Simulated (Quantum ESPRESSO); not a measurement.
Input of a Quantum ESPRESSO 7.5 run:

pw.in

```
&CONTROL
  calculation = 'vc-relax'
  prefix = 'pwscf'
  outdir = './tmp'
  pseudo_dir = './pseudo'
  tprnfor = .true.
  tstress = .true.
  disk_io = 'low'
  nstep = 40
  forc_conv_thr = 0.0004
  etot_conv_thr = 1d-05
/
&SYSTEM
  ibrav = 0
  nat = 3
  ntyp = 2
  ecutwfc = 86
  nbnd = 32
  occupations = 'smearing'
  smearing = 'fd'
  degauss = 0.00367493
/
&ELECTRONS
  conv_thr = 6d-10
  electron_maxstep = 120
  mixing_beta = 0.5
/
&IONS
  ion_dynamics = 'bfgs'
/
&CELL
  cell_dynamics = 'bfgs'
  press = 0
  press_conv_thr = 0.3
/
ATOMIC_SPECIES
Sn   118.7100 Sn.upf
Se    78.9710 Se.upf
CELL_PARAMETERS bohr
   7.2017462609    0.0000000000    0.0000000000
  -3.6008731305    6.2368952135    0.0000000000
   0.0000000000    0.0000000000   11.5953595007
ATOMIC_POSITIONS bohr
Sn     0.0000000000    0.0000000000    0.0000000000
Se     3.6008731308    2.0789650710    8.7081149850
Se    -0.0000000004    4.1579301426    2.8872445157
K_POINTS automatic
8 8 5 0 0 0
```

Potentials or basis: PseudoDojo 0.4.1 SR LDA standard.

Run with:

```bash
$ OMP_NUM_THREADS=1 pw.x -in pw.in > pw.out
```

(1) What does it give for the band gap on the k mesh?

(2) Predict the space group after relaxing (to 0.05 Å).

## Answers

(1) 0.28 eV, indirect (least direct gap 0.58 eV).

(2) P-3m1 (No. 164).

Caveat: spin-orbit coupling is left out, which moves the levels of the heavy elements; an odd mesh through Γ misses points on the zone boundary, where band edges often lie.
